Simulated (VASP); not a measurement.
A run of VASP 6.6.1:

The input INCAR:

```
  PREC = Accurate
  ENCUT = 600
  EDIFF = 1E-7
  ISMEAR = 0
  SIGMA = 0.03
  LREAL = False
  LASPH = True
  NELM = 80
  ALGO = Normal
  ISIF = 2
  LWAVE = False
  LCHARG = False
  METAGGA = R2SCAN
  LMIXTAU = True
  IBRION = 2
  NSW = 40
  EDIFFG = -0.01
```

The input KPOINTS:

```
regular mesh
0
Gamma
  10 10 10
```

The input POSCAR:

```
InAs                                    
1.0
    0.0000000000      3.0753639546      3.0753639546
    3.0753639546      0.0000000000      3.0753639546
    3.0753639546      3.0753639546      0.0000000000
  In              As            
     1     1
Direct
     0.0000000000000000    0.0000000000000000    0.0000000000000000
     0.2500000000000000    0.2500000000000000    0.2500000000000000
```

Potentials or basis: VASP PAW PBE potentials, release 64 (In_d, As).

Launch:

```sh
$ cat potpaw_PBE.64/In_d/POTCAR potpaw_PBE.64/As/POTCAR > POTCAR
$ mpirun -np 1 vasp_std > vasp.out
```

Hardware: 1 thread of Intel(R) Xeon(R) 6975P-C (Granite Rapids) (shared host).

Q: How long does it take, and how much memory?

A: Wall time 100 s on 1 thread of Intel(R) Xeon(R) 6975P-C (Granite Rapids), on a shared host, peak memory 0.25 GiB. Counts: scf iterations 23, k points 47, ion steps 1.
